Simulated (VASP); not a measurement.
# Se (P4/mmm) in VASP: a series of runs

One crystal, Se, is run at these levels: PBE+D3(BJ); tasks: single point.

Program: VASP 6.6.1. These are calculated values, not measurements. Logs are shortened: lines on timing, memory, paths and dates and some standing lists are left out, and cuts for length are marked.

## 1. The structure

It takes space group P4/mmm (No. 123, tetragonal). Conventional cell: a = 2.504 Å, b = 2.504 Å, c = 3.541 Å, α = 90.00°, β = 90.00°, γ = 90.00°. Around Se (site symmetry 4/mmm) lie 4 Se at 2.50 Å.

This isn't the form of Se at room conditions, which is trigonal, of chains.

## 2. Single point, PBE+D3(BJ)

INCAR reads:

```
SYSTEM = Se
PREC     = Accurate       ! precision mode
ENCUT    = 520            ! plane-wave cutoff, eV
EDIFF    = 1E-6           ! SCF threshold, eV
ISMEAR   = 0              ! smearing method
SIGMA    = 0.15           ! smearing width, eV
LREAL    = .FALSE.        ! projectors in reciprocal space
LASPH    = .TRUE.         ! aspherical terms in the spheres
NELM     = 100            ! most SCF steps
ALGO     = Normal         ! electronic algorithm
ISIF     = 2              ! what is computed and relaxed
LWAVE    = .FALSE.        ! write WAVECAR
LCHARG   = .TRUE.         ! write CHGCAR
GGA      = PE             ! functional
IVDW     = 12             ! dispersion correction
LELF     = .TRUE.         ! ELF
LVHAR    = .TRUE.       
NBANDS   = 9              ! bands
```

KPOINTS reads:

```
regular mesh
0
G
  18 18 18
  0 0 0
```

POSCAR reads:

```
Se
1.0
    2.5040530450      0.0000000000      0.0000000000
    0.0000000000      2.5040530450      0.0000000000
    0.0000000000      0.0000000000      3.5407310056
Se
1
Direct
    0.0000000000      0.0000000000      0.0000000000
```

Potentials or basis: VASP PAW PBE potentials, release 64 (Se).

Run with:

```bash
$ cat potpaw_PBE.64/Se/POTCAR > POTCAR
$ mpirun -np 1 vasp_std > vasp.out
```

OUTCAR:

```text
SYSTEM = Se
   PREC = Accurate
   ENCUT = 520
   EDIFF = 1E-6
   ISMEAR = 0
   LREAL = .FALSE.
   LASPH = .TRUE.
   NELM = 100
   ISIF = 2
   GGA = PE
   IVDW = 12
 IVDW          = 12

 ion  position               nearest neighbor table
   1  0.000  0.000  0.000-

  LATTYP: Found a simple tetragonal cell.
 ALAT       =     2.5040530450
 C/A-ratio  =     1.4140000000

  Lattice vectors:

 A1 = (   2.5040530450,   0.0000000000,   0.0000000000)
 A2 = (   0.0000000000,   2.5040530450,   0.0000000000)
 A3 = (   0.0000000000,   0.0000000000,   3.5407310056)

Analysis of symmetry for initial positions (statically):
=====================================================================
 Subroutine PRICEL returns:
 Original cell was already a primitive cell.

 Routine SETGRP: Setting up the symmetry group for a
 simple tetragonal supercell.

 Subroutine GETGRP returns: Found 16 space group operations
 (whereof 16 operations were pure point group operations)
 out of a pool of 16 trial point group operations.

The static configuration has the point symmetry D_4h.

Analysis of symmetry for dynamics (positions and initial velocities):
=====================================================================
 Subroutine PRICEL returns:
 Original cell was already a primitive cell.

 Routine SETGRP: Setting up the symmetry group for a
 simple tetragonal supercell.

 Subroutine GETGRP returns: Found 16 space group operations
 (whereof 16 operations were pure point group operations)
 out of a pool of 16 trial point group operations.

The dynamic configuration has the point symmetry D_4h.

 Subroutine INISYM returns: Found 16 space group operations
 (whereof 16 operations are pure point group operations),
 and found     1 'primitive' translations

----------------------------------------------------------------------------------------

                                     Primitive cell

  volume of cell :      22.2014

  direct lattice vectors                    reciprocal lattice vectors
     2.504053045  0.000000000  0.000000000     0.399352562  0.000000000  0.000000000
     0.000000000  2.504053045  0.000000000     0.000000000  0.399352562  0.000000000
     0.000000000  0.000000000  3.540731006     0.000000000  0.000000000  0.282427555

  length of vectors
     2.504053045  2.504053045  3.540731006     0.399352562  0.399352562  0.282427555

  position of ions in fractional coordinates (direct lattice)
     0.000000000  0.000000000  0.000000000

  ion indices of the primitive-cell ions
   primitive index   ion index
                 1           1

----------------------------------------------------------------------------------------

 KPOINTS: regular mesh

Automatic generation of k-mesh.
 Grid dimensions read from file:
 generate k-points for:   18   18   18

 Generating k-lattice:

  Cartesian coordinates                     Fractional coordinates (reciprocal lattice)
     0.022186253  0.000000000  0.000000000     0.055555556  0.000000000  0.000000000
     0.000000000  0.022186253  0.000000000     0.000000000  0.055555556  0.000000000
     0.000000000  0.000000000  0.015690420     0.000000000  0.000000000  0.055555556

  Length of vectors
     0.022186253  0.022186253  0.015690420

  Shift w.r.t. Gamma in fractional coordinates (k-lattice)
     0.000000000  0.000000000  0.000000000

 Subroutine IBZKPT returns following result:
 ===========================================

 Found    550 irreducible k-points:

 Following reciprocal coordinates:
            Coordinates               Weight
  0.000000  0.000000  0.000000      1.000000
  0.055556  0.000000  0.000000      4.000000
  0.111111  0.000000  0.000000      4.000000
  0.166667  0.000000  0.000000      4.000000
  0.222222  0.000000  0.000000      4.000000
  0.277778  0.000000  0.000000      4.000000
[... 16 lines left out ...]
  0.277778  0.111111  0.000000      8.000000
  0.333333  0.111111  0.000000      8.000000
 [... further k-points ...]
   k-points           NKPTS =    550   k-points in BZ     NKDIM =    550   number of bands    NBANDS=      9
   number of dos      NEDOS =    301   number of ions     NIONS =      1
   total plane-waves  NPLWV =  11200
   dimension x,y,z NGX =    20 NGY =   20 NGZ =   28
   dimension x,y,z NGXF=    40 NGYF=   40 NGZF=   56
   ions per type =               1
   NGX,Y,Z   is equivalent  to a cutoff of  13.28, 13.28, 13.15 a.u.
   NGXF,Y,Z  is equivalent  to a cutoff of  26.56, 26.56, 26.29 a.u.
 SYSTEM =  Se
   PREC   = accura    normal or accurate (medium, high low for compatibility)
   ISTART =      0    job   : 0-new  1-cont  2-samecut
   ICHARG =      2    charge: 1-file 2-atom 10-const
   ISPIN  =      1    spin polarized calculation?
   LNONCOLLINEAR =      F non collinear calculations
   LSORBIT =      F    spin-orbit coupling
   LASPH  =      T    aspherical Exc in radial PAW
   ENCUT  =  520.0 eV  38.22 Ry    6.18 a.u.   4.66  4.66  6.58*2*pi/ulx,y,z
   NELM   =    100;   NELMIN=  2; NELMDL= -5     # of ELM steps
   EDIFF  = 0.1E-05   stopping-criterion for ELM
   LREAL  =      F    real-space projection
   EDIFFG = 0.1E-04   stopping-criterion for IOM
   NSW    =      0    number of steps for IOM
   IBRION =     -1    ionic relax: 0-MD 1-quasi-New 2-CG
   NFREE  =      0    steps in history (QN), initial steepest desc. (CG)
   ISIF   =      2    stress and relaxation
   ISYM   =      2    0-nonsym 1-usesym 2-fastsym
   POTIM  = 0.5000    time-step for ionic-motion
   TEBEG  =    0.0;   TEEND  =   0.0 temperature during run
   PSTRESS=    0.0 pullay stress
   NELECT =       6.0000    total number of electrons
   NUPDOWN=      -1.0000    fix difference up-down
   EMIN   =  10.00;   EMAX   =-10.00  energy-range for DOS
   EFERMI =   0.00;   METHOD = LEGACY
   ISMEAR =     0;   SIGMA  =   0.15  broadening in eV -4-tet -1-fermi 0-gaus
   EFERMI_NEDOS =   21; number of points for ismear=-14 and -15
   IALGO  =     38    algorithm
   IMIX   =      4    mixing-type and parameters
     AMIX     =   0.40;   BMIX     =  1.00
     AMIX_MAG =   1.60;   BMIX_MAG =  1.00
  volume/ion in A,a.u.               =      22.20       149.82
  Fermi-wavevector in a.u.,A,eV,Ry     =   1.058438  2.000157 15.242472  1.120290
  Thomas-Fermi vector in A             =   2.193747
   LORBIT       =      0    0 simple, 1 ext, 2 COOP (PROOUT), +10 PAW based schemes
   GGA     = PE    functional components
   LHFCALC =     F    Hartree Fock is set to
   AEXX    =    0.0000 exact exchange contribution
   IVDW    =    12    specifies the selected vdW correction
   LEPSILON=     F    determine dielectric tensor
   LRPA    =     F    only Hartree local field effects (RPA)
 non-spin polarized calculation
 Gauss-broadening in eV      SIGMA  =   0.15
  energy-cutoff  :      520.00
  volume of cell :       22.20
 maximum number of plane-waves:       616
 NGX is ok and might be reduce to    20
   NGX =  9   NGY =  9   NGZ = 13

 number of electron       5.9999998 magnetization

 Free energy of the ion-electron system (eV)
  ---------------------------------------------------
  ext. energy  EPLUGINS =         0.00000000
  ---------------------------------------------------
  free energy    TOTEN  =        -3.13001386 eV

  energy without entropy =       -3.12327018  energy(sigma->0) =       -3.12664202

 E-fermi :   4.6933     XC(G=0):  -9.7803

 val. band max:        4.6913284303   @ k =   0.5000   0.2778   0.2222
 cond. band min:       4.6955337045   @ k =   0.2222   0.2222   0.4444
 fundamental gap:      0.0042052742
 Fermi energy:         4.6932750840

 k-point     1 :       0.0000    0.0000    0.0000
  band No.  band energies     occupation
      1     -12.4270      2.00000
      2       1.5114      2.00000
      3       8.3648      0.00000
      4       9.1641      0.00000
      5       9.1641      0.00000
      6      14.1752      0.00000
      7      17.1910      0.00000
      8      26.3131      0.00000
      9      26.3183      0.00000

 k-point     2 :       0.0556    0.0000    0.0000
  band No.  band energies     occupation
      1     -12.3599      2.00000
      2       1.5733      2.00000
      3       8.2980      0.00000
      4       8.4477      0.00000
      5       9.2217      0.00000
      6      14.7342      0.00000
      7      17.6372      0.00000
      8      24.3922      0.00000
      9      26.3690      0.00000

 k-point     3 :       0.1111    0.0000    0.0000
  band No.  band energies     occupation
      1     -12.1593      2.00000
      2       1.7568      2.00000
      3       6.5568      0.00000
      4       8.6481      0.00000
      5       9.3921      0.00000
      6      15.5001      0.00000
      7      19.0465      0.00000
      8      22.2311      0.00000
      9      26.5354      0.00000

 k-point     4 :       0.1667    0.0000    0.0000
  band No.  band energies     occupation
      1     -11.8280      2.00000
      2       2.0556      2.00000
      3       4.6159      1.53402
      4       8.9980      0.00000
      5       9.6675      0.00000
      6      16.0462      0.00000
      7      20.1722      0.00000
      8      20.9454      0.00000
      9      25.6793      0.00000
[... 205 lines left out ...]
 k-point    22 :       0.2222    0.1111    0.0000
  band No.  band energies     occupation
      1     -11.1040      2.00000
      2       2.7009      2.00000
      3       2.9245      2.00000
      4       7.5743      0.00000
      5       9.7727      0.00000
      6      18.4926      0.00000
      7      19.1681      0.00000
      8      21.8327      0.00000
      9      23.4192      0.00000

 k-point    23 :       0.2778    0.1111    0.0000
  band No.  band energies     occupation
      1     -10.5347      2.00000
      2       1.1355      2.00000
      3       3.1825      2.00000
      4       8.0332      0.00000
      5      10.3983      0.00000
      6      16.7869      0.00000
      7      19.0636      0.00000
      8      21.3525      0.00000
      9      21.8758      0.00000

 k-point    24 :       0.3333    0.1111    0.0000
  band No.  band energies     occupation
      1      -9.8767      2.00000
      2      -0.4941      2.00000
      3       3.7069      2.00000
      4       8.5381      0.00000
      5      11.1568      0.00000
      6      15.3026      0.00000
      7      18.2119      0.00000
      8      20.0984      0.00000
      9      21.6413      0.00000

 [... further k-points ...]

------------------------ aborting loop because EDIFF is reached ----------------------------------------

 Edisp (eV)   -0.38803

 E8    (eV) :    -0.1587

  FORCE on cell =-STRESS in cart. coord.  units (eV):
  Direction    XX          YY          ZZ          XY          YZ          ZX
  --------------------------------------------------------------------------------------
  -------------------------------------------------------------------------------------
  Total       2.35957     2.35957    -0.01816     0.00000    -0.00000     0.00000
  in kB     170.27969   170.27969    -1.31052     0.00000    -0.00000     0.00000
  external pressure =      113.08 kB  Pullay stress =        0.00 kB

 VOLUME and BASIS-vectors are now :
 -----------------------------------------------------------------------------
  energy-cutoff  :      520.00
  volume of cell :       22.20
      direct lattice vectors                 reciprocal lattice vectors
     2.504053045  0.000000000  0.000000000     0.399352562  0.000000000  0.000000000
     0.000000000  2.504053045  0.000000000     0.000000000  0.399352562  0.000000000
     0.000000000  0.000000000  3.540731006     0.000000000  0.000000000  0.282427555

 POSITION                                       TOTAL-FORCE (eV/Angst)
 -----------------------------------------------------------------------------------
      0.00000      0.00000      0.00000         0.000000      0.000000      0.000000
 -----------------------------------------------------------------------------------
    total drift:                               -0.000000     -0.000000     -0.000000

  FREE ENERGIE OF THE ION-ELECTRON SYSTEM (eV)
  ---------------------------------------------------
  free  energy   TOTEN  =        -3.5180438330 eV

  energy  without entropy=       -3.5113001582  energy(sigma->0) =       -3.51467200
```

Wall time 38 s (1 thread of AMD EPYC 9R45 (Zen 5), shared host); peak memory 0.19 GiB.

Results:

* Free energy: -3.5180 eV
* Pressure: 11.3 GPa
* Band gap on the k mesh: none (metal or under the smearing width)
* Dispersion energy per atom: -0.388 eV

Stress tensor (GPa, compression positive):
```
17.03  0.00  0.00
 0.00 17.03  0.00
 0.00  0.00 -0.13
```

Levels at points of the mesh, in eV from the Fermi level:
```tsv
k point	band 1	band 2	band 3	band 4	band 5	band 6	band 7	band 8
(0.00, 0.00, 0.00)	-17.12	-3.18	3.67	4.47	4.47	9.48	12.50	21.62
(0.50, 0.00, 0.00)	-13.30	-8.25	-0.19	7.08	8.08	8.58	10.20	15.50
(0.50, 0.50, 0.00)	-9.13	-5.28	-5.28	2.58	3.00	11.79	11.79	13.79
(0.00, 0.00, 0.50)	-16.71	-6.35	4.72	4.72	9.89	12.79	13.01	16.93
(0.50, 0.00, 0.50)	-12.90	-7.85	-2.82	3.35	7.28	15.14	17.35	17.74
(0.50, 0.50, 0.50)	-8.71	-4.97	-4.97	0.37	3.77	7.74	7.74	11.01
```

Caveat: pairwise dispersion overbinds metals, which lowers pressure and volume.

(Continued in part 2 of 2.)
